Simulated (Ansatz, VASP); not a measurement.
**RbBr in VASP and in Ansatz**

```
Rb Br
1.0
     0.00000    3.42700    3.42700
     3.42700    0.00000    3.42700
     3.42700    3.42700    0.00000
Rb Br
1 1
Cartesian
  0.0000 0.0000 0.0000
  3.4270 3.4270 3.4270
```

Alike in both runs: task single point; functional PBE; k mesh 5 × 5 × 5; no spin polarisation.

```csv
,VASP,Ansatz
version,VASP 6.6.1,Ansatz 0.2.0
potentials or method,"VASP PAW PBE potentials, release 64 (Rb_sv, Br), cutoff 520 eV",all-electron (LAPW or listed datasets)
occupations,"gaussian, width 0.01 eV",fixed
```

|  | VASP | Ansatz | Ansatz less VASP |
| --- | --- | --- | --- |
| gap on the k mesh at the Fermi level (eV) | 4.36 | 4.37 | +0.003 |

Ansatz ran all-electron here, so the differences hold the error of VASP's frozen core and of both bases.

A hybrid or GW would open this gap; PBE tends to underestimate it.
